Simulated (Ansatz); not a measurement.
# Dielectric function and optical constants of AgBr

What colour and refractive index does AgBr have at this level of theory? The cell comes from an older database entry, whose edges can differ from later determinations, mostly by under a per cent.

Main program and level: Ansatz 0.2.0; DFT, PBE, plane-wave PAW, default files, scalar-relativistic, independent-particle optical response without local fields.

The database entry behind the starting cell differs from later determinations by our own check (about 0.6 % short of the room-temperature cell), so it need not match the best structure at ambient conditions.

## (1) The structure

It takes space group Fm-3m (No. 225, cubic). Conventional cell: a = 5.740 Å, b = 5.740 Å, c = 5.740 Å, α = 90.00°, β = 90.00°, γ = 90.00°. Ag has 6 Br at 2.87 Å nearest. Br has 6 Ag at 2.87 Å nearest. Farther neighbours and most contacts between anions are not listed.

## (2) Ground state and bands

The self-consistent density comes first; it also tells whether there is a gap, which decides the occupations and the need for a Drude term.

This step: DFT, PBE, plane-wave PAW, default files, scalar-relativistic, ground state (Ansatz 0.2.0).

input.yaml reads:

```yaml
crystal:
  lattice:
    - [0.0, 2.87015, 2.87015]
    - [2.87015, 0.0, 2.87015]
    - [2.87015, 2.87015, 0.0]
  atoms:
    - { symbol: Ag, position: [0.0, 0.0, 0.0] }
    - { symbol: Br, position: [0.5, 0.5, 0.5] }
kpoints:
  mp_grid: { grid: [7, 7, 7] }
  band_path:
    path:
      - [[0.0, 0.0, 0.0], [0.5, 0.0, 0.5], [0.5, 0.25, 0.75], [0.375, 0.375, 0.75], [0.0, 0.0, 0.0], [0.5, 0.5, 0.5], [0.625, 0.25, 0.625], [0.5, 0.25, 0.75], [0.5, 0.5, 0.5], [0.375, 0.375, 0.75]]
      - [[0.625, 0.25, 0.625], [0.5, 0.0, 0.5]]
    npoints: 6
scf:
  occupations: { method: fermi_dirac, width: 0.05 }
  n_extra_bands: 6
hamiltonian:
  xc: pbe
  pseudopotentials: { kind: paw }
output:
  forces: true
  stress: true
  populations: true
  write_bands: true
  write_density: true
  write_potential: true
  elf: true
  volumetric_format: npy
```

The run is started by

```console
> ansatz run input.yaml --threads 4 --pin off --max-ram 8192MiB --backend cpu --events-out ev --progress --plain --runs-dir out
```

Numbers of over 12 decimals in the logs are rounded to 6 here.

Output:

```text
scf.n_extra_bands = 6 over 13 filled bands (N_el = 26.0): the run solves 19 bands
Engine: ansatz 0.2.0, x86_64-unknown-linux-gnu
Pseudopotentials: kind: paw
Pseudopotential: Ag, paw, valence charge 19, recommended cutoff 420 eV (normal), Ag.paw.azcp
Pseudopotential: Br, paw, valence charge 7, recommended cutoff 420 eV (normal), Br.paw.azcp
Functional definition: PBE
  parameter kappa = 0.804
  parameter beta = 0.066725
  exchange = pbe_x(kappa = kappa, mu = beta*pi^2/3)
  correlation = pbe_c(beta = beta)
Crystal: 2 atoms, lattice volume = 47.287 Å³
Basis set: ecut = 420 eV, 941 PW (Γ), exchange–correlation on 60×60×60 points (8 copies of the dense FFT grid, shifted against one another)
Bands: 19, of which v1, the nominal top of the filled ones, is band 13 counted from 1 (12 counted from 0)
Symmetry: 48 space group operations
Space group: Fm-3m (ITA 225), of the structure as read, at distance tolerance 3.6e-5 Å
k-points: 20 of 343
Non-local potential: Ag, projectors of the file, l = 0: 3, l = 1: 2, l = 2: 2, l = 3: 1
Non-local potential: Br, projectors of the file, l = 0: 2, l = 1: 2, l = 2: 2
PAW form: soft (Blöchl's): semilocal exchange-correlation on the pseudo side does not see the compensation charge
PAW one-centre angular grid: Ag, 590 points (default); XC on 64 Gauss nodes
PAW one-centre angular grid: Br, 110 points (default); XC on 64 Gauss nodes
Initial density: superposition of atomic densities (neutral atoms: chi_scale 0, normalization atom), corrected by the library's trained network
Initial wavefunctions: pseudopotential atomic-orbital guess
Functional: x = pbe(κ = 0.804, μ = 0.219515), c = pbe(β = 0.066725)
SCF iter   1: F=—  HF=-10374.346955 eV  |F-HF|=—  |Δ(HF+E_count)|=         —  Δρ=3.75e-4  dr2=4.12e-5  ethr=1.77e-3  ⟨swp⟩=5.1  Hψ=1823  notcnv=0  defer=2
preconditioner: auto → none  [insulator: Δε(μ)=0.743 eV  Ē_g=12.472 eV  σ=0.050 eV  W_gap=1.00  n_scr=14 (ndim 8)  ℏωp=22.9 eV  f_vac=0.022  D(μ)=0.00/eV (n_scr^D=0)  ε∞_Penn≈4.4]
SCF iter   2: F=—  HF=-10374.348591 eV  |F-HF|=—  |Δ(HF+E_count)|=   1.64e-3  Δρ=2.32e-4  dr2=1.21e-5  ethr=1.58e-7  ⟨swp⟩=4.3  Hψ=1127  notcnv=0  defer=8
SCF iter   3: F=—  HF=-10374.348615 eV  |F-HF|=—  |Δ(HF+E_count)|=   2.40e-5  Δρ=1.23e-4  dr2=5.19e-6  ethr=4.66e-8  ⟨swp⟩=2.0  Hψ=607  notcnv=0  defer=8
SCF iter   4: F=—  HF=-10374.348618 eV  |F-HF|=—  |Δ(HF+E_count)|=   2.47e-6  Δρ=3.70e-5  dr2=1.90e-7  ethr=1.99e-8  ⟨swp⟩=2.0  Hψ=505  notcnv=0  defer=8
iter 5 did not close the SCF: its close was put off for the readings that it lacked (scf_convergence_deferred on its scf_iter line)
SCF iter   5: F=-10374.348619 eV  HF=-10374.348619 eV  |F-HF|=8.77e-10  |Δ(HF+E_count)|=   1.40e-6  Δρ=6.90e-6  dr2=1.91e-8  ethr=7.30e-10  ⟨swp⟩=2.0  Hψ=532  notcnv=0  defer=8
SCF iter   6: F=-10374.348619 eV  HF=-10374.348619 eV  |F-HF|=1.50e-9  |Δ(HF+E_count)|=   7.01e-9  Δρ=1.53e-6  dr2=7.24e-10  ethr=7.35e-11  ⟨swp⟩=9.6  Hψ=2346  notcnv=0
SCF 1 converged in 6 iterations: F = -10374.348619 eV  dr2 = 7.24e-10
  greatest PAW one-centre occupation: 1.000 electrons in one spin orbital (limit 2), on the Ag atom at site 0 (counted from 0), in its partial waves of l = 0
NSCF: frozen V_eff on 62 k-points
SCF converged after 6 iterations
Free energy (F): -10374.348619 eV
Harris-Foulkes:  -10374.348619 eV  (|F-HF|=1.50e-9)
Internal energy: -10374.348601 eV  (E = F + TS)
E sigma→0 (E₀):  -10374.348610 eV
Entropy (-TS):   -0.000018 eV (-0.009 meV/atom)
Fermi energy:    8.597560 eV
--- Per-component energies (eV) ---
  E_band       = -361.612524
  E_kinetic    = 661.712705
  E_local      = -3325.093441  (includes V_loc(G=0)·N_el)
  E_nonlocal   = 153.892856
  E_hartree    = 1456.081118
  E_xc         = -447.556427
  E_vxc        = -336.078592  (∫ρ·V_xc dr)
  E_paw        = -6152.067218  (= ΣΔE_a)
  E_vpaw       = -428.210358  (= ΣTr[D̂ρ^β])
  E_aug_tail   = 0.000319  (compensation charges beyond the density's cutoff)
  E_ewald      = -2721.318514
  E_smearing   = -0.000018  (= −TS)
  E_closure    = 0.000000  (closes the sum)
  Σ components = -10374.348619   (vs F -10374.348619, Δ=0.00e0)
--- Forces (eV/Å), atoms counted from 1 ---
  atom   1  Ag    -0.00000000     0.00000000    -0.00000000
  atom   2  Br     0.00000000    -0.00000000     0.00000000
  max |Σ_I F_I| component: 6.94e-30 eV/Å
--- Stress (GPa, compression-positive) ---
        2.327725      -0.000000      -0.000000
        0.000000       2.327725       0.000000
        0.000000      -0.000000       2.327725
  P = ⅓ Tr σ = 2.3277 GPa (23.277 kbar)
--- Band table (eV; the first three rows and the last of 20) ---
  k-point 0: bands = [... 9 lower, 5.4100, 6.2732, 6.2732, 6.2732, 8.8803, 18.1311, 18.1311, 18.1311, ... 2 higher]
  k-point 1: bands = [... 9 lower, 5.4654, 5.8989, 6.8418, 6.8418, 9.9241, 16.5539, 17.6007, 17.6007, ... 2 higher]
  k-point 2: bands = [... 9 lower, 5.5937, 5.9227, 7.6200, 7.6200, 11.3996, 15.0947, 16.0860, 16.0860, ... 2 higher]
  k-point 19: bands = [... 9 lower, 5.7749, 5.9968, 6.1176, 6.9163, 11.9007, 14.9099, 16.0706, 16.3319, ... 2 higher]
--- Löwdin populations: 2 sites ---
  site symbol       q [e]
     0     Ag     18.4935
     1     Br      7.4170
  spilling = 0.003442 (of n_electrons = 26.000000)
```

It took 0.53 s on 4 threads of Intel Xeon 6975P-C (Granite Rapids), shared host; peak memory 0.34 GiB.

This step gave:

- free energy: -10374.3486 eV
- Fermi energy: 8.598 eV
- gap by band count: 0.7453 eV
- electrons: 26
- symmetry operations: 48
- pressure: 2.328 GPa
- volume: 47.29 Å³
- gap on the path: 0.6722 eV
- least direct gap on the path: 2.607 eV

There is a gap, 0.67 eV on the path, so no carriers' term is needed. The cell is left with a pressure of 2.3 GPa, as it stands unrelaxed at this level.

The electronic bands at the labelled points (eV, zero at the Fermi level; v1 is the highest filled band, c1 the lowest empty one):

| point | v4 | v3 | v2 | v1 | c1 | c2 | c3 | c4 |
| --- | --- | --- | --- | --- | --- | --- | --- | --- |
| Γ | -3.19 | -2.32 | -2.32 | -2.32 | 0.28 | 9.53 | 9.53 | 9.53 |
| halfway | -3.11 | -2.25 | -2.25 | -2.03 | 2.89 | 6.30 | 7.43 | 9.10 |
| X | -3.03 | -2.78 | -2.78 | -2.67 | 1.21 | 6.67 | 8.68 | 10.66 |
| halfway | -2.78 | -2.77 | -2.72 | -2.17 | 2.06 | 6.76 | 8.18 | 8.72 |
| W | -2.76 | -2.68 | -2.68 | -1.92 | 3.40 | 6.76 | 7.29 | 7.29 |
| halfway | -2.81 | -2.63 | -2.50 | -1.78 | 2.98 | 6.55 | 7.67 | 7.84 |
| K | -2.83 | -2.61 | -2.41 | -1.60 | 2.58 | 6.44 | 7.85 | 8.79 |
| halfway | -2.95 | -2.45 | -2.18 | -0.60 | 3.40 | 6.09 | 7.08 | 7.42 |
| Γ | -3.19 | -2.32 | -2.32 | -2.32 | 0.28 | 9.53 | 9.53 | 9.53 |
| halfway | -3.04 | -2.70 | -1.16 | -1.16 | 2.49 | 6.77 | 7.85 | 7.85 |
| L | -2.88 | -2.54 | -0.39 | -0.39 | 3.35 | 6.21 | 6.38 | 6.38 |
| halfway | -2.87 | -2.58 | -1.41 | -0.80 | 3.96 | 4.94 | 7.22 | 7.55 |
| U | -2.83 | -2.61 | -2.41 | -1.60 | 2.58 | 6.44 | 7.85 | 8.79 |
| halfway | -2.81 | -2.63 | -2.50 | -1.78 | 2.98 | 6.55 | 7.67 | 7.84 |
| W | -2.76 | -2.68 | -2.68 | -1.92 | 3.40 | 6.76 | 7.29 | 7.29 |
| halfway | -2.87 | -2.59 | -1.59 | -1.00 | 4.11 | 4.86 | 7.44 | 7.53 |
| L | -2.88 | -2.54 | -0.39 | -0.39 | 3.35 | 6.21 | 6.38 | 6.38 |
| halfway | -2.87 | -2.58 | -1.41 | -0.80 | 3.96 | 4.94 | 7.22 | 7.55 |
| K | -2.83 | -2.61 | -2.41 | -1.60 | 2.58 | 6.44 | 7.85 | 8.79 |
| jump to U | -2.83 | -2.61 | -2.41 | -1.60 | 2.58 | 6.44 | 7.85 | 8.79 |
| halfway | -2.79 | -2.73 | -2.52 | -2.38 | 1.63 | 6.67 | 8.42 | 10.02 |
| X | -3.03 | -2.78 | -2.78 | -2.67 | 1.21 | 6.67 | 8.68 | 10.66 |

ELF in the ac plane of the conventional cell at fractional y = 0.000, with atoms of Ag and Br within 0.2 Å of it. It is the smooth field of the valence electrons, not physical close to the nuclei.

Ten even steps from '_' (0.03) to '@' (0.84), each cell a mean:
```
%%**==..--@@%%::__++@@**..::++%%
**==::..--%%@@%%%%@@@@++....==++
::::..__..++%%@@@@%%##--____..::
......____..----==--::______....
##**==..____........______--++**
@@@@%%==....::====--..__::##@@@@
==##@@**..::==**##**--..--%%@@++
__==@@##..::**%%@@##==..==@@%%__
__++@@**..::++%%%%**==..--@@%%::
%%@@@@++....==++**==::..--%%@@%%
@@%%##--____..::::::..__..++%%@@
==--::______..........____..----
....______--++**##**==..____....
==--..__::##@@@@@@@@%%==....::==
##**--..--%%@@++==##@@**..::==**
@@##==..==@@%%____==@@##..::**%%
```

Valence density in the ac plane of the conventional cell at fractional y = 0.000, with atoms of Ag and Br within 0.2 Å of it. It is the smooth field of the valence electrons, not physical close to the nuclei.

Ten steps, logarithmic in the rise over the least value, from '_' (0 e/Å³) to '@' (18 e/Å³), each cell a mean:
```
@@%%==....::==--::----::..--**@@
##++--....::--====--::..__..==**
--::..____..::::--::..______..--
....________........__________..
::....______....::..________..::
----::..__..--==++==..____..::--
--==--....::++%%%%##==....::----
..----::..--##@@@@%%++::..--==::
::----::..--**@@@@%%==....::==--
==--::..__..==**##++--....::--==
--::..______..----::..____..::::
....__________......________....
::..________..::::....______....
++==..____..::------::..__..--==
%%##==....::------==--....::++%%
@@%%++::..--==::..----::..--##@@
```

## (3) Spectrum

With the density converged, the vertical transitions are summed over the zone.

This step: DFT, PBE, plane-wave PAW, default files, scalar-relativistic, independent-particle optical response without local fields (Ansatz 0.2.0).

input.yaml, the sections that differ from step 2:

```yaml
kpoints:
  mp_grid: { grid: [7, 7, 7] }
scf:
  occupations: { method: fixed }
output:
  optics:
    e_range: [0, 22]
    de: 0.05
    sigma: 0.1
    nscf_kmesh: { grid: [10, 10, 10] }
    bands: { spectra_wanted_up_to: 22 }
# crystal, hamiltonian: as in step 2
```

Output:

```text
[...]
Crystal: 2 atoms, lattice volume = 47.287 Å³
Basis set: ecut = 420 eV, 941 PW (Γ)
Bands: 17, of which v1, the nominal top of the filled ones, is band 13 counted from 1 (12 counted from 0)
Symmetry: 48 space group operations
[...]
k-points: 20 of 343
[...]
SCF iter   1: F=—  HF=-10374.346931 eV  |F-HF|=—  |Δ(HF+E_count)|=         —  Δρ=3.74e-4  dr2=3.98e-5  ethr=1.77e-3  ⟨swp⟩=5.0  Hψ=1409  notcnv=0  defer=36
[...]
SCF iter   7: F=-10374.348644 eV  HF=-10374.348644 eV  |F-HF|=5.46e-12  |Δ(HF+E_count)|=   2.30e-9  Δρ=7.19e-8  dr2=1.25e-12  ethr=1.00e-12  ⟨swp⟩=4.2  Hψ=1453  notcnv=0
SCF 1 converged in 7 iterations: F = -10374.348644 eV  dr2 = 1.25e-12
[...]
NSCF: frozen V_eff on 47 k-points
[...]
output.optics: what the bands over the 41 summed would add to eps1, eps2 and the energy-loss function is held between a lower and an upper bound (6 Lanczos steps). eps1, eps2 and their loss function (loss_summed_bands) are given on every row as the summed bands alone make them. Along an axis, on a row where the two bounds hold the loss function to about 1 % of the greater of itself and 0.5 % of |1/eps|, its cell (loss_completed) is given, with the completed eps1 and eps2 that it is formed of (a cell that is left empty reads nan in the table and null in the record). The two bounds hold it so along every axis on all 441 rows up to 22.000 eV. [rest of the remark cut]
SCF converged after 7 iterations
Free energy (F): -10374.348644 eV
[...]
Internal energy: -10374.348644 eV  (E = F + TS)
E sigma→0 (E₀):  -10374.348644 eV
Fermi energy:    8.135042 eV
[...]
--- Band table (eV; the first three rows and the last of 20) ---
  k-point 0: bands = [... 9 lower, 5.4100, 6.2732, 6.2732, 6.2732, 8.8803, 18.1312, 18.1312, 18.1312]
  k-point 1: bands = [... 9 lower, 5.4654, 5.8989, 6.8418, 6.8418, 9.9242, 16.5539, 17.6007, 17.6007]
  k-point 2: bands = [... 9 lower, 5.5937, 5.9227, 7.6200, 7.6200, 11.3996, 15.0948, 16.0860, 16.0860]
  k-point 19: bands = [... 9 lower, 5.7749, 5.9968, 6.1176, 6.9163, 11.9007, 14.9099, 16.0706, 16.3319]
```

It took 5.8 s on 4 threads; peak memory 0.71 GiB; 21 s of CPU time.

Read-outs, printed or worked out from the files:

* electronic dielectric constant ε∞, mean over x, y and z (by symmetry where fewer were run): 6.406
* absorption onset, first axis (α over 10⁴ cm⁻¹, or the direct gap if that lies higher): 2.607 eV
* main peak of Im epsilon, first axis: 4.491 eV
* photocurrent from vertical transitions in a film 500 nm thick on a perfect mirror (two passes), AM1.5G, no front reflection, all carriers collected: 4.935 mA/cm²
* least direct gap on the mesh: 2.607 eV
* bands summed: 41
* spectra valid up to: 34.29 eV
* program's estimate of the k-sum error in Im epsilon: 0.17 %
* electrons in the f-sum: 16.20

The Im ε, any direction has structure finer than the step of the table below, so its rows give means over 1 eV, whole bins alone (the curve runs from 0 to 22 eV). Peaks (eV: height): 4.5: 13.3, 7.8: 5.49.

The Im ε, any direction by photon energy; means over each step:

| photon energy (eV) | Im ε, any direction |
| --- | --- |
| 1 | 0 |
| 2 | 0.00211 |
| 3 | 2.07 |
| 4 | 8.17 |
| 5 | 8.10 |
| 6 | 4.59 |
| 7 | 3.72 |
| 8 | 5.05 |
| 9 | 3.90 |
| 10 | 3.93 |
| 11 | 2.95 |
| 12 | 2.14 |
| 13 | 1.11 |
| 14 | 1.00 |
| 15 | 1.09 |
| 16 | 1.09 |
| 17 | 0.984 |
| 18 | 1.06 |
| 19 | 1.01 |
| 20 | 0.791 |
| 21 | 0.699 |

The Re ε, any direction by photon energy:

| photon energy (eV) | Re ε, any direction |
| --- | --- |
| 0 | 6.41 |
| 1 | 6.62 |
| 2 | 7.52 |
| 3 | 9.57 |
| 4 | 11.9 |
| 5 | -1.78 |
| 6 | 1.50 |
| 7 | 2.27 |
| 8 | 1.18 |
| 9 | 0.872 |
| 10 | 0.669 |
| 11 | -0.415 |
| 12 | -0.683 |
| 13 | -0.333 |
| 14 | 0.206 |
| 15 | 0.492 |
| 16 | 0.273 |
| 17 | 0.610 |
| 18 | 0.305 |
| 19 | 0.382 |
| 20 | 0.359 |
| 21 | 0.428 |
| 22 | 0.477 |

Values under 1 per cm are given as 1. Table of absorption coefficient, any direction by photon energy:

| photon energy (eV) | absorption coefficient, any direction (1/cm) |
| --- | --- |
| 0.00 | 1 |
| 1.00 | 1 |
| 2.00 | 1 |
| 3.00 | 1.1e5 |
| 4.00 | 4.8e5 |
| 5.00 | 1.2e6 |
| 6.00 | 8.4e5 |
| 7.00 | 7.1e5 |
| 8.00 | 1.2e6 |
| 9.00 | 1.1e6 |
| 10.00 | 1.3e6 |
| 11.00 | 1.5e6 |
| 12.00 | 1.5e6 |
| 13.00 | 1.1e6 |
| 14.00 | 9.2e5 |
| 15.00 | 9.0e5 |
| 16.00 | 1.1e6 |
| 17.00 | 8.7e5 |
| 18.00 | 1.2e6 |
| 19.00 | 1.1e6 |
| 20.00 | 1.0e6 |
| 21.00 | 9.5e5 |
| 22.00 | 8.2e5 |

The refractive index n and extinction k by photon energy:

| photon energy (eV) | n | k |
| --- | --- | --- |
| 0.0 | 2.53 | 0 |
| 0.5 | 2.54 | 0 |
| 1.0 | 2.57 | 0 |
| 1.5 | 2.63 | 0 |
| 2.0 | 2.74 | 0 |
| 2.5 | 3.00 | 0.00989 |
| 3.0 | 3.11 | 0.370 |
| 3.5 | 3.24 | 0.494 |
| 4.0 | 3.64 | 1.17 |
| 4.5 | 3.10 | 2.15 |
| 5.0 | 1.85 | 2.28 |
| 5.5 | 1.75 | 1.21 |
| 6.0 | 1.84 | 1.38 |
| 6.5 | 1.64 | 1.17 |
| 7.0 | 1.81 | 0.997 |
| 7.5 | 2.03 | 1.10 |
| 8.0 | 1.83 | 1.47 |
| 8.5 | 1.53 | 1.41 |
| 9.0 | 1.50 | 1.17 |
| 9.5 | 1.40 | 1.34 |
| 10.0 | 1.51 | 1.27 |
| 10.5 | 1.22 | 1.59 |
| 11.0 | 1.14 | 1.31 |
| 11.5 | 0.968 | 1.35 |
| 12.0 | 0.933 | 1.25 |
| 12.5 | 0.616 | 1.17 |
| 13.0 | 0.624 | 0.850 |
| 13.5 | 0.690 | 0.719 |
| 14.0 | 0.790 | 0.647 |
| 14.5 | 0.830 | 0.607 |
| 15.0 | 0.918 | 0.592 |
| 15.5 | 0.916 | 0.632 |
| 16.0 | 0.854 | 0.675 |
| 16.5 | 0.842 | 0.543 |
| 17.0 | 0.931 | 0.507 |
| 17.5 | 0.977 | 0.593 |
| 18.0 | 0.847 | 0.642 |
| 18.5 | 0.928 | 0.532 |
| 19.0 | 0.836 | 0.563 |
| 19.5 | 0.790 | 0.600 |
| 20.0 | 0.782 | 0.502 |
| 20.5 | 0.801 | 0.459 |
| 21.0 | 0.791 | 0.445 |
| 21.5 | 0.792 | 0.395 |
| 22.0 | 0.783 | 0.369 |

The loss function −Im 1/ε at q → 0, any direction has structure finer than the step of the table below, so its rows give means over 0.5 eV, whole bins alone (the curve runs from 0 to 22 eV). Peaks (eV: height): 13.60: 1.01, 16.25: 0.925, 18.15: 0.949, 20.10: 1.07.

Loss function −Im 1/ε at q → 0, any direction against energy loss; means over each step:

energy loss (eV), loss function −Im 1/ε at q → 0, any direction and a bar:
```
      2.0       0.00 
      2.5       0.00 
      3.0       0.02 #
      3.5       0.03 #
      4.0       0.04 #
      4.5       0.07 ##
      5.0       0.13 ####
      5.5       0.21 ######
      6.0       0.18 #####
      6.5       0.23 #######
      7.0       0.20 ######
      7.5       0.16 #####
      8.0       0.18 #####
      8.5       0.23 #######
      9.0       0.26 #######
      9.5       0.26 #######
     10.0       0.25 #######
     10.5       0.26 #######
     11.0       0.34 ##########
     11.5       0.35 ##########
     12.0       0.40 ###########
     12.5       0.50 ##############
     13.0       0.83 ########################
     13.5       0.99 ############################
     14.0       0.96 ###########################
     14.5       0.89 #########################
     15.0       0.77 ######################
     15.5       0.75 #####################
     16.0       0.83 ########################
     16.5       0.89 #########################
     17.0       0.75 #####################
     17.5       0.69 ####################
     18.0       0.85 ########################
     18.5       0.79 #######################
     19.0       0.87 #########################
     19.5       0.95 ###########################
     20.0       1.05 ##############################
     20.5       1.00 #############################
     21.0       1.03 #############################
     21.5       1.02 #############################
```

At chosen wavelengths:

| wavelength (nm) | n | k | R (%) | 1/α |
| --- | --- | --- | --- | --- |
| 1550 | 2.56 | 0.000 | 19.2 | over 1 mm |
| 1064 | 2.59 | 0.000 | 19.6 | over 1 mm |
| 800 | 2.64 | 0.000 | 20.3 | over 1 mm |
| 633 | 2.73 | 0.000 | 21.5 | over 1 mm |
| 532 | 2.87 | 0.000 | 23.3 | over 1 mm |
| 405 | 3.12 | 0.390 | 27.1 | 83 nm |
| 308 | 3.63 | 1.236 | 36.8 | 20 nm |

Rows near the edge hang on the gap, which this functional as a rule makes too small, and phonon-assisted absorption is left out.

Through 1 µm of it, D65 light comes out yellow (x = 0.429, y = 0.516; 60 % transmitted). A larger true gap would move the edge to shorter wavelengths and change the colour.

The f-sum over the summed bands holds 16.2 of the cell's 26 electrons outside the frozen cores, 10 of which lie in bands more than 12 eV below the Fermi level, whose transitions come at higher energies. Up to 22 eV the strength has a mean oscillator energy of 7.5 eV, well above the main peak, so higher transitions carry much of it.

(Part 1 of 2 ends here.)

[Logs are printed without paths, hosts, clocks, repeated set-up lines and the standing remarks that a program may print on its own settings, such as how far it seeks lower states.]

[Hosts, paths, dates, database ids (printed as entryN), source tags and the programs' standing remarks are cut or masked in the printed files.]
